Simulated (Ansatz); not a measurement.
# MoS2: a single-point run

Wanted: a converged single-point run for MoS2, and a check of what comes out. The structure is shown as the input types it. The cell is built on a prototype (CdCl2 type) and needn't be the phase found in nature.

Method: density functional or hybrid calculation with the settings of its input, plane waves, in Ansatz 0.2.0.

4 further runs of the same task are left out: 1 for a known fault of the program, 3 that didn't finish.

## (1) Starting point

Symmetry: R-3m, No. 166, trigonal system. The conventional cell has a = 3.193 Å, b = 3.193 Å, c = 18.232 Å, α = 90.00°, β = 90.00°, γ = 120.00°. Mo (site symmetry -3m) has 6 S at 2.42 Å as nearest neighbours. S (site symmetry 3m) is surrounded by 3 Mo at 2.42 Å.

Structure file:

```xyz
3
Lattice="1.5965 0.9218 6.0772 -1.5965 0.9218 6.0772 0.0000 -1.8435 6.0772" Properties=species:S:1:pos:R:3 pbc="T T T"
Mo    0.0000    0.0000    0.0000
S     0.0000    0.0000    4.5110
S     0.0000    0.0000   13.7207
```

## (2) Running it

The input, input.yaml:

```yaml
crystal:
  lattice:
    - [1.5965300489, 0.9217570535, 6.0772313985]
    - [-1.5965300489, 0.9217570535, 6.0772313985]
    - [0.0, -1.843514107, 6.0772313985]
  atoms:
    - { symbol: Mo, position: [0.0, 0.0, 0.0] }
    - { symbol: S, position: [0.2474267338, 0.2474267338, 0.2474267338] }
    - { symbol: S, position: [0.7525732662, 0.7525732662, 0.7525732662] }
kpoints:
  mp_grid: { grid: [6, 6, 6] }
hamiltonian:
  xc: pbe
  pseudopotentials: { kind: uspp }
scf:
  occupations: { method: fermi_dirac, width: 0.02 }
  n_extra_bands: 4
output:
  forces: true
  stress: true
  eigenvalues: true
```

The run is started by

```
$ ansatz run input.yaml --threads 4 --pin off --max-ram 3686MiB --backend cpu --events-out ev --progress --plain --runs-dir out
```

What happens when this is run?

The program refused the input before any cycle. It says: «line 14 column 29: unknown variant `uspp`, expected one of nc, nc_fr, paw, paw_fr, all_electron»

The suspect setting: scf.max_iter is missing. The parser can't turn the typed value into what the key holds.

Fix: set scf.max_iter to 80.
